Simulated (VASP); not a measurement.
Output of a VASP run:

### OUTCAR
```
 ion  position               nearest neighbor table
   1  0.333  0.667  0.000-   2 2.10   2 2.10   4 2.10   4 2.10   4 2.12   2 2.12
   2  0.667  0.333  0.000-   1 2.10   1 2.10   4 2.10   4 2.10   4 2.12   1 2.12
   3  0.000  0.000  0.500-   4 1.93   4 1.93
   4  0.000  0.000  0.000-   3 1.93   3 1.93   2 2.10   1 2.10   2 2.10   1 2.10   1 2.12   2 2.12
  LATTYP: Found a base centered orthorhombic cell.
 ALAT       =     3.6326310068
 B/A-ratio  =     1.7493714670
 C/A-ratio  =     1.0642975451
 Subroutine PRICEL returns:
 Original cell was already a primitive cell.
 Subroutine GETGRP returns: Found  8 space group operations
The static configuration has the point symmetry D_2h.
The dynamic configuration has the point symmetry D_2h.
 Subroutine INISYM returns: Found  8 space group operations
 Subroutine IBZKPT returns following result:
 Found     52 irreducible k-points:

 Following reciprocal coordinates:
            Coordinates               Weight
  0.000000  0.000000  0.000000      1.000000
  0.166667  0.000000  0.000000      4.000000
  0.333333  0.000000  0.000000      4.000000
  0.500000 -0.000000  0.000000      2.000000
  0.166667  0.166667  0.000000      2.000000
  0.333333  0.166667  0.000000      4.000000
  0.500000  0.166667  0.000000      4.000000
 -0.333333  0.166667  0.000000      4.000000
 -0.166667  0.166667  0.000000      2.000000
  0.333333  0.333333  0.000000      2.000000
  0.500000  0.333333  0.000000      4.000000
 -0.333333  0.333333  0.000000      2.000000
  0.500000  0.500000  0.000000      1.000000
  0.000000  0.000000  0.166667      2.000000
  0.166667  0.000000  0.166667      8.000000
  0.333333  0.000000  0.166667      8.000000
  0.500000 -0.000000  0.166667      4.000000
  0.166667  0.166667  0.166667      4.000000
  0.333333  0.166667  0.166667      8.000000
  0.500000  0.166667  0.166667      8.000000
 -0.333333  0.166667  0.166667      8.000000
 -0.166667  0.166667  0.166667      4.000000
  0.333333  0.333333  0.166667      4.000000
  0.500000  0.333333  0.166667      8.000000
 -0.333333  0.333333  0.166667      4.000000
  0.500000  0.500000  0.166667      2.000000
  0.000000  0.000000  0.333333      2.000000
  0.166667  0.000000  0.333333      8.000000
  0.333333  0.000000  0.333333      8.000000
  0.500000 -0.000000  0.333333      4.000000
  0.166667  0.166667  0.333333      4.000000
  0.333333  0.166667  0.333333      8.000000
  0.500000  0.166667  0.333333      8.000000
 -0.333333  0.166667  0.333333      8.000000
 -0.166667  0.166667  0.333333      4.000000
  0.333333  0.333333  0.333333      4.000000
  0.500000  0.333333  0.333333      8.000000
 -0.333333  0.333333  0.333333      4.000000
  0.500000  0.500000  0.333333      2.000000
  0.000000  0.000000  0.500000      1.000000
   k-points           NKPTS =     52   k-points in BZ     NKDIM =     52   number of bands    NBANDS=     11
   number of dos      NEDOS =    301   number of ions     NIONS =      4
   total plane-waves  NPLWV =  28800
   dimension x,y,z NGX =    30 NGY =   30 NGZ =   32
   dimension x,y,z NGXF=    60 NGYF=   60 NGZF=   64
   ions per type =               3   1
   PREC   = accura    normal or accurate (medium, high low for compatibility)
   ISTART =      0    job   : 0-new  1-cont  2-samecut
   ICHARG =      2    charge: 1-file 2-atom 10-const
   ISPIN  =      1    spin polarized calculation?
   LNONCOLLINEAR =      F non collinear calculations
   LSORBIT =      F    spin-orbit coupling
   INIWAV =      1    electr: 0-lowe 1-rand  2-diag
   ENCUT  =  600.0 eV  44.10 Ry    6.64 a.u.   7.31  7.31  7.72*2*pi/ulx,y,z
   NELM   =    100;   NELMIN=  2; NELMDL= -5     # of ELM steps
   EDIFF  = 0.1E-06   stopping-criterion for ELM
   LREAL  =      F    real-space projection
   NLSPLINE    = F    spline interpolate recip. space projectors
   LMAXMIX     =    2 max onsite mixed and CHGCAR
   VOSKOWN=      0    Vosko Wilk Nusair interpolation
...
```

**OSZICAR**
```
       N       E                     dE             d eps       ncg     rms          rms(c)
DAV:   1     0.592632385148E+02    0.59263E+02   -0.73910E+03  1144   0.147E+03
DAV:   2    -0.101306215678E+02   -0.69394E+02   -0.63960E+02  1493   0.266E+02
DAV:   3    -0.187922154467E+02   -0.86616E+01   -0.86096E+01  1759   0.839E+01
DAV:   4    -0.197600893936E+02   -0.96787E+00   -0.96644E+00  1818   0.236E+01
DAV:   5    -0.197774507753E+02   -0.17361E-01   -0.17361E-01  1562   0.358E+00    0.982E+00
DAV:   6    -0.158862363186E+02    0.38912E+01   -0.25500E+01  1441   0.245E+01    0.456E+00
DAV:   7    -0.157144892268E+02    0.17175E+00   -0.15683E+00  1574   0.751E+00    0.226E+00
DAV:   8    -0.156375857401E+02    0.76903E-01   -0.36334E-01  1388   0.516E+00    0.116E+00
DAV:   9    -0.156268293924E+02    0.10756E-01   -0.49584E-02  1526   0.150E+00    0.336E-01
DAV:  10    -0.156277571964E+02   -0.92780E-03   -0.33209E-03  1479   0.367E-01    0.704E-02
DAV:  11    -0.156276487452E+02    0.10845E-03   -0.11232E-03  1563   0.175E-01    0.273E-02
DAV:  12    -0.156276600712E+02   -0.11326E-04   -0.92780E-05  1420   0.637E-02    0.102E-02
DAV:  13    -0.156276561191E+02    0.39521E-05   -0.21644E-05  1538   0.271E-02    0.106E-03
DAV:  14    -0.156276561122E+02    0.69234E-08   -0.96166E-07  1636   0.828E-03
   1 F= -.15627656E+02 E0= -.15627656E+02  d E =-.156277E+02
       N       E                     dE             d eps       ncg     rms          rms(c)
DAV:   1    -0.156277678406E+02   -0.11172E-03   -0.40593E-02  1162   0.202E+00    0.634E-03
DAV:   2    -0.156277944514E+02   -0.26611E-04   -0.27228E-04  1286   0.161E-01    0.417E-03
DAV:   3    -0.156277950662E+02   -0.61484E-06   -0.90438E-06  1821   0.246E-02    0.160E-03
DAV:   4    -0.156277949915E+02    0.74663E-07   -0.21306E-07  1171   0.401E-03
   2 F= -.15627795E+02 E0= -.15627795E+02  d E =-.138879E-03
       N       E                     dE             d eps       ncg     rms          rms(c)
DAV:   1    -0.156278146773E+02   -0.19611E-04   -0.60020E-02  1150   0.245E+00    0.770E-03
DAV:   2    -0.156278538801E+02   -0.39203E-04   -0.40128E-04  1277   0.195E-01    0.509E-03
DAV:   3    -0.156278548097E+02   -0.92961E-06   -0.13378E-05  1821   0.298E-02    0.182E-03
DAV:   4    -0.156278547235E+02    0.86211E-07   -0.31047E-07  1304   0.478E-03
   3 F= -.15627855E+02 E0= -.15627855E+02  d E =-.198611E-03
```

### OUTCAR
```
------------------------ aborting loop because EDIFF is reached ----------------------------------------
  FORCE on cell =-STRESS in cart. coord.  units (eV):
  Direction    XX          YY          ZZ          XY          YZ          ZX
  --------------------------------------------------------------------------------------
  Total       -0.1158978     -0.3529282     -0.0375890      0.0000000      0.0000000      0.0000000
  in kB       -4.1610881    -12.6712081     -1.3495607      0.0000000      0.0000000      0.0000000
  external PRESSURE =      -6.0606190 kB  Pullay stress =       0.0000000 kB
  volume of cell :       44.63
      direct lattice vectors                 reciprocal lattice vectors
     1.816315503 -3.177410517  0.000000000     0.275282570 -0.157360844  0.000000000
     1.816315503  3.177410517  0.000000000     0.275282570  0.157360844  0.000000000
     0.000000000  0.000000000  3.866200263     0.000000000  0.000000000  0.258651889
 POSITION                                       TOTAL-FORCE (eV/Angst)
 -----------------------------------------------------------------------------------
      1.81632      1.05453      0.00000        -0.000000      0.000092      0.000000
      1.81632     -1.05453      0.00000        -0.000000     -0.000092      0.000000
      0.00000      0.00000      1.93310        -0.000000     -0.000000      0.000000
      0.00000      0.00000      0.00000         0.000000      0.000000      0.000000
 -----------------------------------------------------------------------------------
    total drift:                               -0.000000     -0.000000     -0.000000
  FREE ENERGIE OF THE ION-ELECTRON SYSTEM (eV)
  ---------------------------------------------------
  free  energy   TOTEN  =       -15.6278547235 eV

  energy  without entropy=      -15.6278547235  energy(sigma->0) =      -15.62785472

 reached required accuracy - stopping structural energy minimisation
```
(Selected blocks of OUTCAR.)

POSCAR:
```
Li3N
1
    1.8163155034    -3.1774105168     0.0000000000
    1.8163155034     3.1774105168     0.0000000000
    0.0000000000     0.0000000000     3.8662002627
Li N
3 1
Direct
  0.3333330000   0.6666670000   1.0000000000
  0.6666670000   0.3333330000   0.0000000000
  0.0000000000   0.0000000000   0.5000000000
  0.0000000000   0.0000000000   0.0000000000
```

Question: Reconstruct the remaining input files.

Answer: This is not unique; one that fits is the input of the run itself, PBE GGA, plane waves, VASP's PBE PAW potentials (set 64).

**KPOINTS**
```
Automatic mesh
0
Gamma
6 6 6
0 0 0
```

### INCAR
```
SYSTEM = Li3N
PREC = Accurate
ENCUT = 600
EDIFF = 1E-7
NELM = 100
ALGO = Normal
LREAL = .FALSE.
LASPH = .TRUE.
ISMEAR = 0
SIGMA = 0.05
GGA = PE
LWAVE = .FALSE.
LCHARG = .FALSE.
ISIF = 2
IBRION = 2
NSW = 30
EDIFFG = -0.01
```

POTCAR, in this order: Li_sv N (PBE.64 set). Program: vasp_std.

The compound is Li3N in the alpha structure. This cell was strained or had an atom moved on purpose. Symmetry was kept, so distortions that lower it aren't found.
